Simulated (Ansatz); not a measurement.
Crystal: HfO2.

```
CELL_PARAMETERS angstrom
5.55640 0.00000 0.00000
0.00000 3.33360 0.00000
0.00000 0.00000 6.50500
ATOMIC_POSITIONS crystal
Hf 0.74868 0.75000 0.60787
Hf 0.25132 0.25000 0.39213
Hf 0.24868 0.75000 0.89213
Hf 0.75132 0.25000 0.10787
O 0.63950 0.25000 0.42340
O 0.36050 0.75000 0.57660
O 0.13950 0.25000 0.07660
O 0.86050 0.75000 0.92340
O 0.52079 0.25000 0.84145
O 0.47921 0.75000 0.15855
O 0.02079 0.25000 0.65855
O 0.97921 0.75000 0.34145
```

Measurements of this composition are mostly on another form, of space group No. 14.

```yaml
Program: Ansatz 0.2.0
Task: relaxation of cell and atoms
Functional: PBE
Potentials_or_basis: Ansatz PAW
Cutoff: "420 eV (not typed: the program's choice for these potentials)"
k_mesh: 5 × 8 × 4
Occupations: fermi-dirac, width 0.05 eV
Spin: no spin polarisation
Hubbard_terms: Hf d U = 1 eV
```

At the start: volume 10.04 Å³/atom.

Question: How do energy, volume and symmetry change on relaxing?

Answer: It ends after 8 steps and the volume is 10.24 Å³/atom (+2.0 %); space group Pnma (No. 62, to 0.05 Å).

The path:
```tsv
step	energy change (eV)	largest force (eV/Å)	volume (Å³)
1	0.0000	0.0823	120.49
2	-0.0130	0.0957	123.16
3	-0.0183	0.0701	122.63
4	-0.0190	0.0276	122.62
5	-0.0189	0.0084	122.76
6	-0.0331	0.0090	122.76
7	-0.0324	0.0014	122.90
8	-0.0332	0.0014	122.90
```

Final structure:
```cif
data_structure
_symmetry_space_group_name_H-M 'P 1'
_symmetry_Int_Tables_number 1
_cell_length_a 5.5814
_cell_length_b 3.3610
_cell_length_c 6.5512
_cell_angle_alpha 90.000
_cell_angle_beta 90.000
_cell_angle_gamma 90.000
_cell_volume 122.90
loop_
_atom_site_label
_atom_site_type_symbol
_atom_site_fract_x
_atom_site_fract_y
_atom_site_fract_z
_atom_site_occupancy
Hf1 Hf 0.74996 0.75000 0.60613 1
Hf2 Hf 0.25004 0.25000 0.39387 1
Hf3 Hf 0.24996 0.75000 0.89387 1
Hf4 Hf 0.75004 0.25000 0.10613 1
O1 O 0.63910 0.25000 0.42228 1
O2 O 0.36090 0.75000 0.57772 1
O3 O 0.13910 0.25000 0.07772 1
O4 O 0.86090 0.75000 0.92228 1
O5 O 0.51912 0.25000 0.84229 1
O6 O 0.48088 0.75000 0.15771 1
O7 O 0.01912 0.25000 0.65771 1
O8 O 0.98088 0.75000 0.34229 1
```

Caveat: the plane-wave basis is chosen anew once the cell has moved, so the energies of steps on either side of that aren't comparable; the pressure holds a Pulay correction of +0.9 GPa for the finite cutoff.
